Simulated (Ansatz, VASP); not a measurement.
One calculation of CuO2, two programs

```
CELL_PARAMETERS angstrom
2.42129 0.00000 0.00000
0.00000 6.44595 0.00000
0.00000 0.00000 7.06704
ATOMIC_POSITIONS crystal
Cu 0.00000 0.50000 0.00000
O 0.00000 0.50000 0.41243
O 0.00000 0.50000 0.58757
```

Alike in both runs: task single point; functional PBE; k mesh 9 × 4 × 4; occupations fermi-dirac, width 0.05 eV; no spin polarisation.

|  | VASP | Ansatz |
| --- | --- | --- |
| version | VASP 6.6.1 | Ansatz 0.2.0 |
| potentials or method | VASP PAW PBE potentials, release 64 (Cu, O) | plane waves, PAW |
| plane-wave cutoff (eV) | 520 | 470 |
| valence electrons in the cell | 23 | 31 |

```csv
,VASP,Ansatz,Ansatz less VASP
gap on the k mesh at the Fermi level (eV),none,none,-
pressure (GPa),-0.5,-1.2,-0.72
largest component of the traceless stress (GPa),1.92,1.41,-0.512
```

A gap of «none» marks a metal or a gap that the smearing closes. The two sets of potentials don't hold the same shells in valence.

Caveats: the standard files for N, O and F lose accuracy on very short bonds; an odd number of electrons without spin polarisation forces a metal; a magnetic or distorted state may lie lower; the run has no spin polarisation, though such a crystal can be magnetic; semilocal functionals often make such compounds metallic where correlation or magnetic order opens a gap, which also shifts bond lengths.
